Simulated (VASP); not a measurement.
Be4Te, 5 atoms in the cell. The structure is cubic, space group Im-3m (No. 229). Conventional cell: a = 5.559 Å, b = 5.559 Å, c = 5.559 Å, α = 90.00°, β = 90.00°, γ = 90.00°. Be (site symmetry -3m) is surrounded by 2 Te at 2.41 Å. Around Te (site symmetry m-3m) lie 8 Be at 2.41 Å. The cell was built by a generator and needn't be a form met in nature. The cell isn't the ideal one: random cell by space group and Wyckoff sites (I-43m, No. 217).

| Item | Value |
| --- | --- |
| Program | VASP 6.6.1 |
| Task | single point |
| Functional | PBE |
| Potentials or basis | VASP PAW PBE potentials, release 64 (Be, Te) |
| Cutoff | 520 eV |
| k mesh | 10 × 10 × 10 |
| Occupations | gaussian, width 0.1 eV |
| Spin | no spin polarisation |
| Dipole correction | no |
| Further INCAR settings | ALGO = Normal; EDIFF = 1e-06; NBANDS = 15 |

Potentials or basis: VASP PAW PBE potentials, release 64 (Be, Te).

Command:

```console
$ cat potpaw_PBE.64/Be/POTCAR potpaw_PBE.64/Te/POTCAR > POTCAR
$ mpirun -np 1 vasp_std > vasp.out
```

Hardware: 1 thread of Intel(R) Xeon(R) 6975P-C (Granite Rapids), on a shared host.

Estimate the wall time of this run.

Wall time 26 s on 1 thread of Intel(R) Xeon(R) 6975P-C (Granite Rapids), with other jobs on the host, peak memory 0.23 GiB. Counts: scf iterations 12, k points 47.
